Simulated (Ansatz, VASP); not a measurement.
# One calculation of BN, two programs

```
CELL_PARAMETERS angstrom
0.00000 1.76311 1.76311
1.76311 0.00000 1.76311
1.76311 1.76311 0.00000
ATOMIC_POSITIONS crystal
B 0.00000 0.00000 0.00000
N 0.50000 0.50000 0.50000
```

Alike in both runs: task single point; functional r2SCAN; k mesh 10 × 10 × 10; no spin polarisation.

|  | VASP | Ansatz |
| --- | --- | --- |
| version | VASP 6.6.1 | Ansatz 0.2.0 |
| potentials or method | VASP PAW PBE potentials, release 64 (B, N) | plane waves, PAW |
| plane-wave cutoff (eV) | 520 | 500 |
| occupations | gaussian, width 0.01 eV | fixed |
| valence electrons in the cell | 8 | 8 |

|  | VASP | Ansatz | Ansatz less VASP |
| --- | --- | --- | --- |
| gap on the k mesh at the Fermi level (eV) | 1.24 | 1.25 | +0.008 |
| pressure (GPa) | -10.7 | -11.1 | -0.33 |

Caveats: the PAW data sets were made with another functional, which shifts forces and pressure a little (VASP). r2SCAN opens gaps a little over a GGA but as a rule still falls short of measured ones. A k mesh can miss the band edges.
